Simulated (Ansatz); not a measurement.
# Ag: the cost of one run

Program: Ansatz 0.2.0. Level of theory: DFT PBE, scalar-relativistic. These are calculated values, not measurements.

## (1) The starting structure

The structure is hexagonal, space group P6_3/mmc (No. 194). The conventional cell has a = 2.886 Å, b = 2.886 Å, c = 10.000 Å, α = 90.00°, β = 90.00°, γ = 120.00°. Ag (site symmetry -6m2) has 12 Ag at 2.89 to 3.00 Å as nearest neighbours. Ag (site symmetry -3m) has 12 Ag at 2.89 to 3.00 Å as nearest neighbours.

Structure file:

```cif
data_structure
_symmetry_space_group_name_H-M 'P 1'
_symmetry_Int_Tables_number 1
_cell_length_a 2.8862
_cell_length_b 2.8862
_cell_length_c 10.0000
_cell_angle_alpha 90.000
_cell_angle_beta 90.000
_cell_angle_gamma 120.000
_cell_volume 72.14
loop_
_atom_site_label
_atom_site_type_symbol
_atom_site_fract_x
_atom_site_fract_y
_atom_site_fract_z
_atom_site_occupancy
Ag1 Ag 0.33333 0.66667 0.25000 1
Ag2 Ag 0.66667 0.33333 0.75000 1
Ag3 Ag 0.00000 0.00000 0.00000 1
Ag4 Ag 0.00000 0.00000 0.50000 1
```

Atoms are numbered in the order of the input: Ag1, Ag2, Ag3, Ag4.

## (2) After the deformation

Space group P6_3/mmc before, P6_3/mmc after.

## (3) LAPW, all electrons

File input.yaml:

```yaml
crystal:
  lattice:
    - [2.8861989086, 0.0, 0.0]
    - [-1.4430994543, 2.4995215753, 0.0]
    - [0.0, 0.0, 10.1]
  atoms:
    - { symbol: Ag, position: [0.3333333333, 0.6666666667, 0.25] }
    - { symbol: Ag, position: [0.6666666667, 0.3333333333, 0.75] }
    - { symbol: Ag, position: [0.0, 0.0, 0.0] }
    - { symbol: Ag, position: [0.0, 0.0, 0.5] }
kpoints:
  mp_grid: { grid: [14, 14, 4] }
  band_path:
    path:
      - [0.0, 0.0, 0.0]
      - [0.5, 0.0, 0.0]
      - [0.3333333333, 0.3333333333, 0.0]
      - [0.0, 0.0, 0.0]
      - [0.0, 0.0, 0.5]
      - [0.5, 0.0, 0.5]
      - [0.3333333333, 0.3333333333, 0.5]
      - [0.0, 0.0, 0.5]
      - [0.5, 0.0, 0.5]
    npoints: 5
scf:
  occupations: { method: fermi_dirac, width: 0.08 }
hamiltonian:
  xc: pbe
  pseudopotentials: { kind: all_electron, lapw: { basis_error: 0.0005 } }
output:
  forces: true
  stress: true
  eigenvalues: true
```

On the command line:

```bash
$ ansatz run input.yaml --threads 1 --pin off --max-ram 4096MiB --backend cpu --events-out ev --progress --plain --runs-dir out
```

Q: Estimate wall time and peak memory on 1 thread of Intel Xeon Platinum 8488C (Sapphire Rapids), shared host.

About 67 s, with a peak of 0.72 GiB.
